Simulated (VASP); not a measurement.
TaSi2 (spin), 9 atoms in the cell. Symmetry: P6_422, No. 181, hexagonal system. Conventional cell: a = 4.760 Å, b = 4.760 Å, c = 6.557 Å, α = 90.00°, β = 90.00°, γ = 120.00°. Ta (site symmetry 222) is surrounded by 10 Si at 2.60 to 2.81 Å. Si (site symmetry 2) is surrounded by 5 Si at 2.55 to 2.81 Å and 5 Ta at 2.60 to 2.81 Å. 

```yaml
Program: VASP 6.6.1
Task: single point
Functional: PBEsol
Potentials_or_basis: VASP PAW PBE potentials, release 64 (Ta_pv, Si)
Cutoff: 520 eV
k_mesh: 9 × 9 × 6
Occupations: gaussian, width 0.1 eV
Spin: no spin polarisation
Dipole_correction: no
Further_INCAR_settings: ALGO = Fast; EDIFF = 1e-06; NBANDS = 38
```

Potentials or basis: VASP PAW PBE potentials, release 64 (Ta_pv, Si).

Command:

```bash
$ cat potpaw_PBE.64/Ta_pv/POTCAR potpaw_PBE.64/Si/POTCAR > POTCAR
$ mpirun -np 1 vasp_std > vasp.out
```

Hardware: 1 thread of Intel(R) Xeon(R) 6975P-C (Granite Rapids) (shared host).

Task: How long does it take, and how much memory?

Result: It took 100 s on 1 thread of Intel(R) Xeon(R) 6975P-C (Granite Rapids), on a shared host, peak memory 0.35 GiB. Counts: scf iterations 15, k points 48.
